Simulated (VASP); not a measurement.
# V3Si (Pm-3n) in VASP: density of states with PBE

Aim: the density of states of V3Si with PBE.

Everything below comes from runs of VASP 6.6.1. Logs are shortened: lines on timing, memory, paths and dates and some standing lists are left out, and cuts for length are marked.

## 1. The crystal as given

It takes space group Pm-3n (No. 223, cubic). The conventional cell has a = 4.689 Å, b = 4.689 Å, c = 4.689 Å, α = 90.00°, β = 90.00°, γ = 90.00°. Si (site symmetry m-3) has 12 V at 2.62 Å as nearest neighbours. Around V (site symmetry -4m2) lie 2 V at 2.34 Å and 4 Si at 2.62 Å.

## 2. Density of states, PBE

POSCAR

```
V3Si
1.0
    4.6890910000      0.0000000000      0.0000000000
    0.0000000000      4.6890910000      0.0000000000
    0.0000000000      0.0000000000      4.6890910000
Si V
2 6
Direct
    0.0000000000      0.0000000000      0.0000000000
    0.5000000000      0.5000000000      0.5000000000
    0.2500000000      0.0000000000      0.5000000000
    0.5000000000      0.7500000000      0.0000000000
    0.7500000000      0.0000000000      0.5000000000
    0.5000000000      0.2500000000      0.0000000000
    0.0000000000      0.5000000000      0.7500000000
    0.0000000000      0.5000000000      0.2500000000
```

INCAR.step1

```
SYSTEM = V3Si
PREC = Accurate
ENCUT = 520
EDIFF = 1E-7
ISMEAR = -1
SIGMA = 0.1
LREAL = .False.
LASPH = .True.
NELM = 100
ALGO = Fast
ISIF = 2
LWAVE = .False.
LCHARG = .True.
LMAXMIX = 4
GGA = PE
NBANDS = 53
```

KPOINTS.step1

```
regular mesh
0
Gamma
  7 7 7
  0 0 0
```

INCAR.step2

```
SYSTEM = V3Si
PREC = Accurate
ENCUT = 520
EDIFF = 1E-7
ISMEAR = -5
SIGMA = 0.1
LREAL = .False.
LASPH = .True.
NELM = 100
ALGO = Fast
ISIF = 2
LWAVE = .False.
LCHARG = .False.
LMAXMIX = 4
GGA = PE
LORBIT = 11
NBANDS = 53
NEDOS = 2001
ICHARG = 11
```

KPOINTS.step2

```
regular mesh
0
Gamma
  11 11 11
  0 0 0
```

Potentials or basis: VASP PAW PBE potentials, release 64 (Si, V_sv).

Launch:

```sh
$ cat potpaw_PBE.64/Si/POTCAR potpaw_PBE.64/V_sv/POTCAR > POTCAR
$ cp INCAR.step1 INCAR
$ cp KPOINTS.step1 KPOINTS
$ mpirun -np 1 vasp_std > vasp.out
$ cp INCAR.step2 INCAR
$ cp KPOINTS.step2 KPOINTS
$ mpirun -np 1 vasp_std > vasp.out
```

OUTCAR:

```text
SYSTEM = V3Si
   PREC = Accurate
   ENCUT = 520
   EDIFF = 1E-7
   ISMEAR = -5
   LREAL = .False.
   LASPH = .True.
   NELM = 100
   ISIF = 2
   GGA = PE
   LORBIT = 11
   ICHARG = 11

 ion  position               nearest neighbor table
   1  0.000  0.000  0.000-   3 2.62   4 2.62   5 2.62   6 2.62   7 2.62   8 2.62   3 2.62   5 2.62
                             7 2.62   8 2.62   4 2.62   6 2.62
   2  0.500  0.500  0.500-   3 2.62   4 2.62   5 2.62   6 2.62   7 2.62   8 2.62   4 2.62   6 2.62
                             3 2.62   5 2.62   7 2.62   8 2.62
   3  0.250  0.000  0.500-   5 2.34   5 2.34   1 2.62   1 2.62   2 2.62   2 2.62   8 2.87   4 2.87
                             4 2.87   6 2.87   6 2.87   7 2.87   8 2.87   7 2.87
   4  0.500  0.750  0.000-   6 2.34   6 2.34   1 2.62   2 2.62   2 2.62   1 2.62   8 2.87   5 2.87
                             3 2.87   5 2.87   3 2.87   7 2.87   7 2.87   8 2.87
   5  0.750  0.000  0.500-   3 2.34   3 2.34   1 2.62   1 2.62   2 2.62   2 2.62   8 2.87   4 2.87
                             4 2.87   6 2.87   6 2.87   7 2.87   8 2.87   7 2.87
   6  0.500  0.250  0.000-   4 2.34   4 2.34   1 2.62   2 2.62   2 2.62   1 2.62   8 2.87   3 2.87
                             3 2.87   5 2.87   5 2.87   7 2.87   7 2.87   8 2.87
   7  0.000  0.500  0.750-   8 2.34   8 2.34   1 2.62   2 2.62   1 2.62   2 2.62   3 2.87   4 2.87
                             5 2.87   3 2.87   5 2.87   6 2.87   4 2.87   6 2.87
   8  0.000  0.500  0.250-   7 2.34   7 2.34   1 2.62   2 2.62   1 2.62   2 2.62   3 2.87   4 2.87
                             5 2.87   3 2.87   5 2.87   6 2.87   4 2.87   6 2.87

  LATTYP: Found a simple cubic cell.
 ALAT       =     4.6890910000

  Lattice vectors:

 A1 = (   4.6890910000,   0.0000000000,   0.0000000000)
 A2 = (   0.0000000000,   4.6890910000,   0.0000000000)
 A3 = (   0.0000000000,   0.0000000000,   4.6890910000)

Analysis of symmetry for initial positions (statically):
=====================================================================
 Subroutine PRICEL returns:
 Original cell was already a primitive cell.

 Routine SETGRP: Setting up the symmetry group for a
 simple cubic supercell.

 Subroutine GETGRP returns: Found 48 space group operations
 (whereof 24 operations were pure point group operations)
 out of a pool of 48 trial point group operations.

The static configuration has the point symmetry T_h .
 The point group associated with its full space group is O_h .

Analysis of symmetry for dynamics (positions and initial velocities):
=====================================================================
 Subroutine PRICEL returns:
 Original cell was already a primitive cell.

 Routine SETGRP: Setting up the symmetry group for a
 simple cubic supercell.

 Subroutine GETGRP returns: Found 48 space group operations
 (whereof 24 operations were pure point group operations)
 out of a pool of 48 trial point group operations.

The dynamic configuration has the point symmetry T_h .
 The point group associated with its full space group is O_h .

 Subroutine INISYM returns: Found 48 space group operations
 (whereof 24 operations are pure point group operations),
 and found     1 'primitive' translations

----------------------------------------------------------------------------------------

                                     Primitive cell

  volume of cell :     103.1017

  direct lattice vectors                    reciprocal lattice vectors
     4.689091000  0.000000000  0.000000000     0.213260950  0.000000000  0.000000000
     0.000000000  4.689091000  0.000000000     0.000000000  0.213260950  0.000000000
     0.000000000  0.000000000  4.689091000     0.000000000  0.000000000  0.213260950

  length of vectors
     4.689091000  4.689091000  4.689091000     0.213260950  0.213260950  0.213260950

  position of ions in fractional coordinates (direct lattice)
     0.000000000  0.000000000  0.000000000
     0.500000000  0.500000000  0.500000000
     0.250000000  0.000000000  0.500000000
     0.500000000  0.750000000  0.000000000
     0.750000000  0.000000000  0.500000000
     0.500000000  0.250000000  0.000000000
     0.000000000  0.500000000  0.750000000
     0.000000000  0.500000000  0.250000000

  ion indices of the primitive-cell ions
[... 28 lines left out ...]
  Shift w.r.t. Gamma in fractional coordinates (k-lattice)
     0.000000000  0.000000000  0.000000000

 TETIRR: Found    651 inequivalent tetrahedra from     7986

 Subroutine IBZKPT returns following result:
 ===========================================

 Found     56 irreducible k-points:

 Following reciprocal coordinates:
            Coordinates               Weight
  0.000000  0.000000  0.000000      1.000000
  0.090909  0.000000  0.000000      6.000000
  0.181818  0.000000  0.000000      6.000000
  0.272727  0.000000  0.000000      6.000000
  0.363636  0.000000  0.000000      6.000000
  0.454545  0.000000  0.000000      6.000000
[... 16 lines left out ...]
  0.181818  0.090909  0.090909     24.000000
  0.272727  0.090909  0.090909     24.000000
 [... further k-points ...]
   k-points           NKPTS =     56   k-points in BZ     NKDIM =     56   number of bands    NBANDS=     53
   number of dos      NEDOS =   2001   number of ions     NIONS =      8
   total plane-waves  NPLWV =  46656
   dimension x,y,z NGX =    36 NGY =   36 NGZ =   36
   dimension x,y,z NGXF=    72 NGYF=   72 NGZF=   72
   ions per type =               2   6
   NGX,Y,Z   is equivalent  to a cutoff of  12.76, 12.76, 12.76 a.u.
   NGXF,Y,Z  is equivalent  to a cutoff of  25.53, 25.53, 25.53 a.u.
 SYSTEM =  V3Si
   PREC   = accura    normal or accurate (medium, high low for compatibility)
   ISTART =      0    job   : 0-new  1-cont  2-samecut
   ICHARG =     11    charge: 1-file 2-atom 10-const
   ISPIN  =      1    spin polarized calculation?
   LNONCOLLINEAR =      F non collinear calculations
   LSORBIT =      F    spin-orbit coupling
   LASPH  =      T    aspherical Exc in radial PAW
   ENCUT  =  520.0 eV  38.22 Ry    6.18 a.u.   8.72  8.72  8.72*2*pi/ulx,y,z
   NELM   =    100;   NELMIN=  2; NELMDL=  0     # of ELM steps
   EDIFF  = 0.1E-06   stopping-criterion for ELM
   LREAL  =      F    real-space projection
   EDIFFG = 0.1E-05   stopping-criterion for IOM
   NSW    =      0    number of steps for IOM
   IBRION =     -1    ionic relax: 0-MD 1-quasi-New 2-CG
   NFREE  =      0    steps in history (QN), initial steepest desc. (CG)
   ISIF   =      2    stress and relaxation
   ISYM   =      2    0-nonsym 1-usesym 2-fastsym
   POTIM  = 0.5000    time-step for ionic-motion
   TEBEG  =    0.0;   TEEND  =   0.0 temperature during run
   PSTRESS=    0.0 pullay stress
   NELECT =      86.0000    total number of electrons
   NUPDOWN=      -1.0000    fix difference up-down
   EMIN   =  10.00;   EMAX   =-10.00  energy-range for DOS
   EFERMI =   0.00;   METHOD = LEGACY
   ISMEAR =    -5;   SIGMA  =   0.10  broadening in eV -4-tet -1-fermi 0-gaus
   EFERMI_NEDOS =   21; number of points for ismear=-14 and -15
   IALGO  =     68    algorithm
   IMIX   =      4    mixing-type and parameters
     AMIX     =   0.40;   BMIX     =  1.00
     AMIX_MAG =   1.60;   BMIX_MAG =  1.00
  volume/ion in A,a.u.               =      12.89        86.97
  Fermi-wavevector in a.u.,A,eV,Ry     =   1.541058  2.912177 32.311929  2.374860
  Thomas-Fermi vector in A             =   2.647058
   LORBIT       =     11    0 simple, 1 ext, 2 COOP (PROOUT), +10 PAW based schemes
   GGA     = PE    functional components
   LHFCALC =     F    Hartree Fock is set to
   AEXX    =    0.0000 exact exchange contribution
   IVDW    =     0    specifies the selected vdW correction
   LEPSILON=     F    determine dielectric tensor
   LRPA    =     F    only Hartree local field effects (RPA)
 non-spin polarized calculation
 RMM-DIIS sequential band-by-band and
 Fermi weights with tetrahedron method with Bloechl corrections
  energy-cutoff  :      520.00
  volume of cell :      103.10
 maximum number of plane-waves:      2815
 NGX is ok and might be reduce to    36

 number of electron      86.0000071 magnetization

 Free energy of the ion-electron system (eV)
  ---------------------------------------------------
  ext. energy  EPLUGINS =         0.00000000
  ---------------------------------------------------
  free energy    TOTEN  =       -68.50907641 eV

  energy without entropy =      -68.50907641  energy(sigma->0) =      -68.50907641

 E-fermi :  10.4220     XC(G=0): -12.7613

 val. band max:       10.4461255842   @ k =   0.4545   0.3636   0.0000
 cond. band min:      10.4167240906   @ k =   0.0000   0.0000   0.0000
 fundamental gap:     -0.0294014936
 Fermi energy:        10.4219899661

 k-point     1 :       0.0000    0.0000    0.0000
  band No.  band energies     occupation
      1     -53.3471      2.00000
      2     -53.2675      2.00000
      3     -53.2675      2.00000
      4     -53.0471      2.00000
      5     -53.0471      2.00000
      6     -53.0471      2.00000
[... 1333 lines left out ...]
     52      13.0355      0.00000
     53      13.0770      0.00000

 [... further k-points ...]

------------------------ aborting loop because EDIFF is reached ----------------------------------------

  FORCE on cell =-STRESS in cart. coord.  units (eV):
  Direction    XX          YY          ZZ          XY          YZ          ZX
  --------------------------------------------------------------------------------------
  -------------------------------------------------------------------------------------
  Total       -0.4360957     -0.4360957     -0.4360957     -0.0000000      0.0000000      0.0000000
  in kB       -6.7768263     -6.7768263     -6.7768263     -0.0000000      0.0000000      0.0000000
  external PRESSURE =      -6.7768263 kB  Pullay stress =       0.0000000 kB

 VOLUME and BASIS-vectors are now :
 -----------------------------------------------------------------------------
  energy-cutoff  :      520.00
  volume of cell :      103.10
      direct lattice vectors                 reciprocal lattice vectors
     4.689091000  0.000000000  0.000000000     0.213260950  0.000000000  0.000000000
     0.000000000  4.689091000  0.000000000     0.000000000  0.213260950  0.000000000
     0.000000000  0.000000000  4.689091000     0.000000000  0.000000000  0.213260950

 POSITION                                       TOTAL-FORCE (eV/Angst)
 -----------------------------------------------------------------------------------
      0.00000      0.00000      0.00000         0.000000      0.000000      0.000000
      2.34455      2.34455      2.34455         0.000000      0.000000      0.000000
      1.17227      0.00000      2.34455        -0.000000     -0.000000      0.000000
      2.34455      3.51682      0.00000         0.000000     -0.000000      0.000000
      3.51682      0.00000      2.34455         0.000000      0.000000     -0.000000
      2.34455      1.17227      0.00000        -0.000000      0.000000     -0.000000
      0.00000      2.34455      3.51682         0.000000      0.000000      0.000000
      0.00000      2.34455      1.17227        -0.000000     -0.000000     -0.000000
 -----------------------------------------------------------------------------------
    total drift:                                0.000000      0.000000     -0.000000

  FREE ENERGIE OF THE ION-ELECTRON SYSTEM (eV)
  ---------------------------------------------------
  free  energy   TOTEN  =       -68.5090764100 eV

  energy  without entropy=      -68.5090764100  energy(sigma->0) =      -68.50907641

 total charge

# of ion       s       p       d       tot
------------------------------------------
    1        0.728   0.963   0.000   1.690
    2        0.728   0.963   0.000   1.690
    3        2.302   6.238   3.160  11.700
    4        2.302   6.238   3.160  11.700
    5        2.302   6.238   3.160  11.700
    6        2.302   6.238   3.160  11.700
    7        2.302   6.238   3.160  11.700
    8        2.302   6.238   3.160  11.700
--------------------------------------------------
tot         15.268  39.356  18.959  73.583
```

It took 4 min on 1 thread of AMD EPYC 9R45 (Zen 5), shared host; peak memory 0.31 GiB.

What came out:

| Quantity | Value |
| --- | --- |
| Valence electrons inside the program's atomic spheres | Si 1.69; V 11.70 |

States per cell in windows of 1 eV (zero at the Fermi level; states under -8 eV left out):
| from (eV) | total | V3_d | V4_d | V5_d | V6_d | V7_d | V8_d |
| --- | --- | --- | --- | --- | --- | --- | --- |
| -8.0 | 0.82 | 0.01 | 0.01 | 0.01 | 0.01 | 0.01 | 0.01 |
| -7.0 | 0.00 | 0.00 | 0.00 | 0.00 | 0.00 | 0.00 | 0.00 |
| -6.0 | 0.31 | 0.01 | 0.01 | 0.01 | 0.01 | 0.01 | 0.01 |
| -5.0 | 3.49 | 0.10 | 0.10 | 0.10 | 0.10 | 0.10 | 0.10 |
| -4.0 | 4.95 | 0.26 | 0.26 | 0.26 | 0.26 | 0.26 | 0.26 |
| -3.0 | 5.30 | 0.41 | 0.41 | 0.41 | 0.41 | 0.41 | 0.41 |
| -2.0 | 9.28 | 1.06 | 1.06 | 1.06 | 1.06 | 1.06 | 1.06 |
| -1.0 | 11.09 | 1.30 | 1.30 | 1.30 | 1.30 | 1.30 | 1.30 |
| 0.0 | 5.34 | 0.70 | 0.70 | 0.70 | 0.70 | 0.70 | 0.70 |
| 1.0 | 6.79 | 0.95 | 0.95 | 0.95 | 0.95 | 0.95 | 0.95 |
| 2.0 | 8.20 | 1.19 | 1.19 | 1.19 | 1.19 | 1.19 | 1.19 |
| 3.0 | 0.00 | 0.00 | 0.00 | 0.00 | 0.00 | 0.00 | 0.00 |
| 4.0 | 0.00 | 0.00 | 0.00 | 0.00 | 0.00 | 0.00 | 0.00 |
| 5.0 | 0.00 | 0.00 | 0.00 | 0.00 | 0.00 | 0.00 | 0.00 |

Caveat: tetrahedron occupations give inexact forces and stress in metals.
